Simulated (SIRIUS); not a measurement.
# Ti (Fm-3m) in SIRIUS: equation of state

Aim: energy against volume of Ti in PBEsol, for its equilibrium volume and stiffness.

Program: SIRIUS 7.12.0. These are calculated values, not measurements. Logs are shortened: lines on timing, memory, paths and dates and some standing lists are left out, and cuts for length are marked. The log counts tension as positive stress, the text compression.

## (1) Starting point

It takes space group Fm-3m (No. 225, cubic). The conventional cell has a = 4.060 Å, b = 4.060 Å, c = 4.060 Å, α = 90.00°, β = 90.00°, γ = 90.00°. Around Ti (site symmetry m-3m) lie 12 Ti at 2.87 Å.

This isn't the form of Ti at room conditions, which is hcp.

## (2) Equation of state, PBEsol, 15.73 Å³/atom (volume scaled by 0.94)

Input file sirius.json:

```json
{
  "control": {
    "processing_unit": "cpu",
    "std_evp_solver_name": "lapack",
    "gen_evp_solver_name": "lapack",
    "verbosity": 2,
    "print_forces": false,
    "ortho_rf": true,
    "use_second_variation": true,
    "rmt_max": 3.0,
    "num_bands_to_print": 14,
    "save_wf": true
  },
  "parameters": {
    "electronic_structure_method": "full_potential_lapwlo",
    "xc_functionals": ["XC_GGA_X_PBE_SOL", "XC_GGA_C_PBE_SOL"],
    "core_relativity": "dirac",
    "valence_relativity": "iora",
    "num_fv_states": 14,
    "smearing": "fermi_dirac",
    "smearing_width": 0.0018374661,
    "pw_cutoff": 20,
    "gk_cutoff": 3.67,
    "lmax_apw": 10,
    "lmax_rho": 8,
    "lmax_pot": 8,
    "num_mag_dims": 0,
    "auto_rmt": 0,
    "ngridk": [11, 11, 11],
    "shiftk": [0, 0, 0],
    "num_dft_iter": 80,
    "energy_tol": 1e-07,
    "density_tol": 1e-05,
    "use_symmetry": true
  },
  "settings": {"tol_ne": 1e-10},
  "iterative_solver": {"type": "exact"},
  "mixer": {"type": "anderson", "beta": 0.5, "max_history": 8},
  "unit_cell": {
    "lattice_vectors": [[0.0, 3.7578334058, 3.7578334058], [3.7578334058, 0.0, 3.7578334058], [3.7578334058, 3.7578334058, 0.0]],
    "atom_types": ["Ti"],
    "atom_files": {"Ti": "Ti.json"},
    "atoms": {"Ti": [[0.0, 0.0, 0.0]]}
  }
}
```

Input file Ti.json:

```json
{
  "name": "titanium",
  "symbol": "Ti",
  "number": 22,
  "mass": 47.867,
  "rmin": 1e-06,
  "rmt": 2.4,
  "nrmt": 800,
  "rinf": 17.51,
  "core": "1s2s2p",
  "valence": [
    {"basis": [{"enu": 0.13, "dme": 0, "n": 0, "auto": 0}, {"enu": 0.13, "dme": 1, "n": 0, "auto": 0}]},
    {"l": 0, "n": 1, "basis": [{"enu": 0.23, "dme": 0, "n": 0, "auto": 0}]},
    {"l": 1, "n": 2, "basis": [{"enu": 0.23, "dme": 0, "n": 0, "auto": 0}]},
    {"l": 2, "n": 3, "basis": [{"enu": 0.23, "dme": 0, "n": 0, "auto": 0}]},
    {"l": 3, "n": 4, "basis": [{"enu": 0.23, "dme": 0, "n": 0, "auto": 0}]}
  ],
  "lo": [
    {"l": 0, "basis": [{"enu": 0.23, "dme": 0, "n": 0, "auto": 0}, {"enu": 0.23, "dme": 1, "n": 0, "auto": 0}]},
    {
      "l": 0,
      "basis": [{"enu": -1.8903, "dme": 0, "n": 3, "auto": 1}, {"enu": -1.8903, "dme": 1, "n": 3, "auto": 1}]
    },
    {
      "l": 0,
      "basis": [{"enu": -1.8903, "dme": 1, "n": 3, "auto": 1}, {"enu": 0.23, "dme": 0, "n": 0, "auto": 0}]
    },
    {"l": 0, "basis": [{"enu": 0.23, "dme": 0, "n": 0, "auto": 0}, {"enu": 3.0078, "dme": 0, "n": 0, "auto": 0}]},
    {"l": 1, "basis": [{"enu": 0.23, "dme": 0, "n": 0, "auto": 0}, {"enu": 0.23, "dme": 1, "n": 0, "auto": 0}]},
    {
      "l": 1,
      "basis": [{"enu": -1.0303, "dme": 0, "n": 3, "auto": 1}, {"enu": -1.0303, "dme": 1, "n": 3, "auto": 1}]
    },
    {
      "l": 1,
      "basis": [{"enu": -1.0303, "dme": 1, "n": 3, "auto": 1}, {"enu": 0.23, "dme": 0, "n": 0, "auto": 0}]
    },
    {"l": 1, "basis": [{"enu": 0.23, "dme": 0, "n": 0, "auto": 0}, {"enu": 3.4244, "dme": 0, "n": 0, "auto": 0}]},
    {"l": 2, "basis": [{"enu": 0.23, "dme": 0, "n": 0, "auto": 0}, {"enu": 0.23, "dme": 1, "n": 0, "auto": 0}]},
    {"l": 2, "basis": [{"enu": 0.23, "dme": 1, "n": 0, "auto": 0}, {"enu": 0.23, "dme": 2, "n": 0, "auto": 0}]},
    {"l": 2, "basis": [{"enu": 0.23, "dme": 0, "n": 0, "auto": 0}, {"enu": 2.9383, "dme": 0, "n": 0, "auto": 0}]},
    {"l": 3, "basis": [{"enu": 0.23, "dme": 0, "n": 0, "auto": 0}, {"enu": 0.23, "dme": 1, "n": 0, "auto": 0}]},
    {"l": 3, "basis": [{"enu": 0.23, "dme": 0, "n": 0, "auto": 0}, {"enu": 3.2508, "dme": 0, "n": 0, "auto": 0}]}
  ],
  "free_atom": [... radial grid and density of the free atom, the start of the SCF ...]
}
```

Input file sirius_start.json:

```json
{
  "control": {
    "processing_unit": "cpu",
    "std_evp_solver_name": "lapack",
    "gen_evp_solver_name": "lapack",
    "verbosity": 1,
    "print_forces": false,
    "ortho_rf": true,
    "use_second_variation": true,
    "rmt_max": 3.0,
    "num_bands_to_print": 14,
    "save_wf": false
  },
  "parameters": {
    "electronic_structure_method": "full_potential_lapwlo",
    "xc_functionals": ["XC_LDA_X", "XC_LDA_C_PW"],
    "core_relativity": "dirac",
    "valence_relativity": "iora",
    "num_fv_states": 14,
    "smearing": "fermi_dirac",
    "smearing_width": 0.0055123983,
    "pw_cutoff": 20,
    "gk_cutoff": 2.93,
    "lmax_apw": 10,
    "lmax_rho": 8,
    "lmax_pot": 8,
    "num_mag_dims": 0,
    "auto_rmt": 0,
    "ngridk": [4, 4, 4],
    "shiftk": [0, 0, 0],
    "num_dft_iter": 30,
    "energy_tol": 0.01,
    "density_tol": 0.05,
    "use_symmetry": true
  },
  "settings": {"tol_ne": 1e-10},
  "iterative_solver": {"type": "exact"},
  "mixer": {"type": "anderson", "beta": 0.5, "max_history": 8},
  "unit_cell": {
    "lattice_vectors": [[0.0, 3.7578334058, 3.7578334058], [3.7578334058, 0.0, 3.7578334058], [3.7578334058, 3.7578334058, 0.0]],
    "atom_types": ["Ti"],
    "atom_files": {"Ti": "Ti.json"},
    "atoms": {"Ti": [[0.0, 0.0, 0.0]]}
  }
}
```

Potentials or basis: all-electron FP-LAPW, apw+lo standard.

Started as:

```console
> OMP_NUM_THREADS=1 sirius.scf --input=sirius_start.json --output=start.json
> OMP_NUM_THREADS=1 sirius.scf --input=sirius.json --output=output.json --task=1
```

Standard output:

```text
[info] SIRIUS version : 7.12.0
[info] number of MPI ranks           : 1
[info] MPI grid                      : 1 1
[info] maximum number of OMP threads : 1
[fft] FFT context for density and potential
[fft] =====================================
[fft]   plane wave cutoff                     : 20
[fft]   grid size                             : 36 36 36   total : 46656
[fft]   grid limits                           : -17 18   -17 18   -17 18
[fft]   number of G-vectors within the cutoff : 14331
[fft]   number of G-shells                    : 416
[fft] FFT context for coarse grid
[fft] =====================================
[fft]   plane wave cutoff                     : 7.34
[fft]   grid size                             : 15 15 15   total : 3375
[fft]   grid limits                           : -7 7   -7 7   -7 7
[fft]   number of G-vectors within the cutoff : 725
[fft]   number of G-shells                    : 35
[unit cell] lattice vectors
[unit cell]   a1 :       0.0000000000      3.7578334058      3.7578334058
[unit cell]   a2 :       3.7578334058      0.0000000000      3.7578334058
[unit cell]   a3 :       3.7578334058      3.7578334058      0.0000000000
[unit cell] reciprocal lattice vectors
[unit cell]   b1 :      -0.8360116893      0.8360116893      0.8360116893
[unit cell]   b2 :       0.8360116893     -0.8360116893      0.8360116893
[unit cell]   b3 :       0.8360116893      0.8360116893     -0.8360116893
[unit cell] unit cell volume :       106.13107523 [a.u.^3]
[unit cell] 1/sqrt(omega)    :         0.09706859
[unit cell] MT volume        :        57.90583579 (54.56%)
[unit cell] IT volume        :        48.22523944 (45.44%)
[unit cell] number of atom types : 1
[unit cell] type id : 0 symbol : Ti mt_radius :   2.400000 num_atoms : 1
[unit cell] total number of atoms : 1
[unit cell] number of symmetry classes : 1
[unit cell] atom id  type id  class id             position                      vector_field
[unit cell] ------------------------------------------------------------------------------------------
[unit cell]      0        0        0      0.00000   0.00000   0.00000      0.00000   0.00000   0.00000
[unit cell] atom id         position (Cartesian, a.u.)
[unit cell] ---------------------------------------------
[unit cell]      0       0.000000    0.000000    0.000000
[unit cell] class id : 0 atom id : 0
[unit cell] minimum bond length:     5.314379
[sym] space group number   : 225
[sym] international symbol : Fm-3m
[sym] Hall symbol          : -F 4 2 3
[sym] space group transformation matrix :
[sym]   0.0000  0.5000  0.5000
[sym]   0.5000  0.0000  0.5000
[sym]   0.5000  0.5000  0.0000
[sym] space group origin shift :
[sym]   0.0000  0.0000  0.0000
[sym] number of space group operations  : 48
[sym] number of magnetic group operations : 48
[sym] metric tensor error: 0.0000e+00
[sym] rotation matrix error: 4.4409e-16
[sym]
[... 249 lines left out ...]
[find] SCF correction                 :       0.10750835
[find] Total energy                   :    -852.86906880 (Ha),   -1705.73813760 (Ry)
[find] Free energy (E-TS)             :    -852.86939684 (Ha),   -1705.73879369 (Ry)
[find] band gap (eV)                  :       0.00000000
[find] Efermi                         :       0.30672076
[find] iteration : 0, RMS (target) : 9.8697e-02 (1.0000e-05) , energy difference (target) : -8.5287e+02 (1.0000e-07)
[find] +------------------------------+
[find] | SCF iteration   1 out of  80|
[find] +------------------------------+
[generate_radial_functions] Linearization energies
[generate_radial_functions] Atom : Ti, class id : 0
[generate_radial_functions] augmented waves
[generate_radial_functions] local orbitals
[generate_radial_functions] {l: 0, n: 3, enu: -1.74881, dme: 0, auto: 1}
[generate_radial_functions] {l: 0, n: 3, enu: -1.74881, dme: 1, auto: 1}
[generate_radial_functions] {l: 0, n: 3, enu: -1.74881, dme: 1, auto: 1}
[generate_radial_functions] {l: 1, n: 3, enu: -0.878318, dme: 0, auto: 1}
[generate_radial_functions] {l: 1, n: 3, enu: -0.878318, dme: 1, auto: 1}
[generate_radial_functions] {l: 1, n: 3, enu: -0.878318, dme: 1, auto: 1}
[diagonalize] Lowest band energies
[diagonalize] ik:    0   -1.756072   -0.868112   -0.868112   -0.868112    0.081355    0.346600    0.346600    0.346600    0.415195    0.415195    0.894093    1.074602    1.074602    1.074602
[diagonalize] ik:    1   -1.755533   -0.870973   -0.868459   -0.868459    0.092057    0.339803    0.350488    0.350488    0.412631    0.412631    0.904157    1.007714    1.083315    1.083315
[diagonalize] ik:    2   -1.754078   -0.878523   -0.869384   -0.869384    0.121737    0.324441    0.357315    0.357315    0.410892    0.410892    0.892234    0.937556    1.103348    1.103348
[diagonalize] ik:    3   -1.752155   -0.888180   -0.870593   -0.870593    0.161884    0.312517    0.355618    0.355618    0.422504    0.422504    0.804628    0.921060    1.116752    1.116752
[diagonalize] ik:    4   -1.750371   -0.896838   -0.871692   -0.871692    0.194842    0.319019    0.347585    0.347585    0.443503    0.443503    0.720453    0.890201    1.097483    1.097483
[diagonalize] ...
[diagonalize] ik:   51   -1.746945   -0.896380   -0.884728   -0.879516    0.227227    0.257229    0.354915    0.427072    0.469110    0.573050    0.693571    0.740541    0.795022    1.051393
[diagonalize] ik:   52   -1.748029   -0.894177   -0.883622   -0.876650    0.244014    0.278545    0.308056    0.407398    0.440899    0.529627    0.753710    0.766183    0.853090    1.113400
[diagonalize] ik:   53   -1.747382   -0.893649   -0.886753   -0.877949    0.255384    0.280478    0.304289    0.398606    0.456943    0.582940    0.669820    0.778350    0.813160    1.120698
[diagonalize] ik:   54   -1.747039   -0.894445   -0.885776   -0.880015    0.238700    0.270934    0.326954    0.412397    0.469064    0.586216    0.711124    0.745122    0.758668    1.108240
[diagonalize] ik:   55   -1.746983   -0.891347   -0.889500   -0.879845    0.247978    0.285194    0.307543    0.400557    0.468995    0.644034    0.644842    0.738250    0.770784    1.137434
[generate_core_charge_density] atom class : 0
[generate_core_charge_density]   n,l,k : 1 0 1  energy :        -178.14429902
[generate_core_charge_density]   n,l,k : 2 0 1  energy :         -19.16163205
[generate_core_charge_density]   n,l,k : 2 1 1  energy :         -15.91084115
[generate_core_charge_density]   n,l,k : 2 1 2  energy :         -15.69905622
[find] Total energy                   :    -852.86909656 (Ha),   -1705.73819311 (Ry)
[find] iteration : 1, RMS (target) : 4.7948e-02 (1.0000e-05) , energy difference (target) : -2.7756e-05 (1.0000e-07)
[find] Total energy                   :    -852.86908890 (Ha),   -1705.73817780 (Ry)
[find] iteration : 2, RMS (target) : 3.2911e-03 (1.0000e-05) , energy difference (target) : 7.6571e-06 (1.0000e-07)
[find] Total energy                   :    -852.86909452 (Ha),   -1705.73818904 (Ry)
[find] iteration : 3, RMS (target) : 1.0047e-03 (1.0000e-05) , energy difference (target) : -5.6188e-06 (1.0000e-07)
[find] Total energy                   :    -852.86909489 (Ha),   -1705.73818978 (Ry)
[find] iteration : 4, RMS (target) : 4.5543e-05 (1.0000e-05) , energy difference (target) : -3.6949e-07 (1.0000e-07)
[find] Charges and magnetic moments
[find] --------------------------------------------------------------------------------
[find] atom      charge    core leakage
[find] --------------------------------------------------------------------------------
[find]    0   20.505109    6.104384e-10
[... 5 lines left out ...]
[find] valence_eval_sum               :      -7.70685921
[find] core_eval_sum                  :    -489.11387524
[find] kinetic energy                 :     860.94649320
[find] enuc                           :   -1020.65879885
[find] <rho|V^{XC}>                   :     -53.96173337
[find] <rho|E^{XC}>                   :     -41.25404865
[find] <mag|B^{XC}>                   :       0.00000000
[find] <rho|V^{H}>                    :   -1303.80549429
[find] smearing (-TS)                 :      -0.00031523
[find] SCF correction                 :       0.00000658
[find] Total energy                   :    -852.86909487 (Ha),   -1705.73818973 (Ry)
[find] Free energy (E-TS)             :    -852.86941009 (Ha),   -1705.73882018 (Ry)
[find] band gap (eV)                  :       0.00000000
[find] Efermi                         :       0.31896789
[find] iteration : 5, RMS (target) : 1.6750e-06 (1.0000e-05) , energy difference (target) : 2.2374e-08 (1.0000e-07)
[find] converged after 6 SCF iterations!
[find] Charges and magnetic moments
[find] --------------------------------------------------------------------------------
[find] atom      charge    core leakage
[find] --------------------------------------------------------------------------------
[find]    0   20.505109    6.104384e-10
[find] total core leakage    : 6.10438374e-10
[find] interstitial charge   : 1.494891
[find] total charge          : 21.999999
[find] Energy
[find] --------------------------------------------------------------------------------
[find] valence_eval_sum               :      -7.70685921
[find] core_eval_sum                  :    -489.11387524
[find] kinetic energy                 :     860.94649320
[find] enuc                           :   -1020.65879885
[find] <rho|V^{XC}>                   :     -53.96173337
[find] <rho|E^{XC}>                   :     -41.25404865
[find] <mag|B^{XC}>                   :       0.00000000
[find] <rho|V^{H}>                    :   -1303.80549429
[find] smearing (-TS)                 :      -0.00031523
[find] SCF correction                 :       0.00000658
[find] Total energy                   :    -852.86909487 (Ha),   -1705.73818973 (Ry)
[find] Free energy (E-TS)             :    -852.86941009 (Ha),   -1705.73882018 (Ry)
[find] band gap (eV)                  :       0.00000000
[find] Efermi                         :       0.31896789
```

Run time: 13 s. Hardware: 1 thread of Arm Neoverse V2, shared host; peak memory 0.29 GiB.

Results:

- Free energy: -23207.7589 eV
- Band gap on the k mesh: none (metal or under the smearing width)
- All electrons inside the program's atomic spheres: Ti 20.51 (radii Ti 2.4 bohr)

## (3) Equation of state, PBEsol, 16.06 Å³/atom (volume scaled by 0.96)

sirius.json, as its differences from that of step 2:

```diff
@@ -39,3 +39,3 @@
   "unit_cell": {
-    "lattice_vectors": [[0.0, 3.7578334058, 3.7578334058], [3.7578334058, 0.0, 3.7578334058], [3.7578334058, 3.7578334058, 0.0]],
+    "lattice_vectors": [[0.0, 3.7842978933, 3.7842978933], [3.7842978933, 0.0, 3.7842978933], [3.7842978933, 3.7842978933, 0.0]],
     "atom_types": ["Ti"],
```

Input file Ti.json:

```json
{
  "name": "titanium",
  "symbol": "Ti",
  "number": 22,
  "mass": 47.867,
  "rmin": 1e-06,
  "rmt": 2.4,
  "nrmt": 800,
  "rinf": 17.51,
  "core": "1s2s2p",
  "valence": [
    {"basis": [{"enu": 0.12, "dme": 0, "n": 0, "auto": 0}, {"enu": 0.12, "dme": 1, "n": 0, "auto": 0}]},
    {"l": 0, "n": 1, "basis": [{"enu": 0.22, "dme": 0, "n": 0, "auto": 0}]},
    {"l": 1, "n": 2, "basis": [{"enu": 0.22, "dme": 0, "n": 0, "auto": 0}]},
    {"l": 2, "n": 3, "basis": [{"enu": 0.22, "dme": 0, "n": 0, "auto": 0}]},
    {"l": 3, "n": 4, "basis": [{"enu": 0.22, "dme": 0, "n": 0, "auto": 0}]}
  ],
  "lo": [
    {"l": 0, "basis": [{"enu": 0.22, "dme": 0, "n": 0, "auto": 0}, {"enu": 0.22, "dme": 1, "n": 0, "auto": 0}]},
    {
      "l": 0,
      "basis": [{"enu": -1.9003, "dme": 0, "n": 3, "auto": 1}, {"enu": -1.9003, "dme": 1, "n": 3, "auto": 1}]
    },
    {
      "l": 0,
      "basis": [{"enu": -1.9003, "dme": 1, "n": 3, "auto": 1}, {"enu": 0.22, "dme": 0, "n": 0, "auto": 0}]
    },
    {"l": 0, "basis": [{"enu": 0.22, "dme": 0, "n": 0, "auto": 0}, {"enu": 2.9978, "dme": 0, "n": 0, "auto": 0}]},
    {"l": 1, "basis": [{"enu": 0.22, "dme": 0, "n": 0, "auto": 0}, {"enu": 0.22, "dme": 1, "n": 0, "auto": 0}]},
    {
      "l": 1,
      "basis": [{"enu": -1.0403, "dme": 0, "n": 3, "auto": 1}, {"enu": -1.0403, "dme": 1, "n": 3, "auto": 1}]
    },
    {
      "l": 1,
      "basis": [{"enu": -1.0403, "dme": 1, "n": 3, "auto": 1}, {"enu": 0.22, "dme": 0, "n": 0, "auto": 0}]
    },
    {"l": 1, "basis": [{"enu": 0.22, "dme": 0, "n": 0, "auto": 0}, {"enu": 3.4144, "dme": 0, "n": 0, "auto": 0}]},
    {"l": 2, "basis": [{"enu": 0.22, "dme": 0, "n": 0, "auto": 0}, {"enu": 0.22, "dme": 1, "n": 0, "auto": 0}]},
    {"l": 2, "basis": [{"enu": 0.22, "dme": 1, "n": 0, "auto": 0}, {"enu": 0.22, "dme": 2, "n": 0, "auto": 0}]},
    {"l": 2, "basis": [{"enu": 0.22, "dme": 0, "n": 0, "auto": 0}, {"enu": 2.9283, "dme": 0, "n": 0, "auto": 0}]},
    {"l": 3, "basis": [{"enu": 0.22, "dme": 0, "n": 0, "auto": 0}, {"enu": 0.22, "dme": 1, "n": 0, "auto": 0}]},
    {"l": 3, "basis": [{"enu": 0.22, "dme": 0, "n": 0, "auto": 0}, {"enu": 3.2408, "dme": 0, "n": 0, "auto": 0}]}
  ],
  "free_atom": [... radial grid and density of the free atom, the start of the SCF ...]
}
```

sirius_start.json, as its differences from that of step 2:

```diff
@@ -39,3 +39,3 @@
   "unit_cell": {
-    "lattice_vectors": [[0.0, 3.7578334058, 3.7578334058], [3.7578334058, 0.0, 3.7578334058], [3.7578334058, 3.7578334058, 0.0]],
+    "lattice_vectors": [[0.0, 3.7842978933, 3.7842978933], [3.7842978933, 0.0, 3.7842978933], [3.7842978933, 3.7842978933, 0.0]],
     "atom_types": ["Ti"],
```

Potentials or basis: all-electron FP-LAPW, apw+lo standard.

Started as:

```console
> OMP_NUM_THREADS=1 sirius.scf --input=sirius_start.json --output=start.json
> OMP_NUM_THREADS=1 sirius.scf --input=sirius.json --output=output.json --task=1
```

It took 14 s on 1 thread of Arm Neoverse V2, shared host; peak memory 0.29 GiB.

It converged, with:

* Free energy: -23207.7710 eV
* Band gap on the k mesh: none (metal or under the smearing width)
* All electrons inside the program's atomic spheres: Ti 20.47 (radii Ti 2.4 bohr)

(Continued in part 2 of 2.)
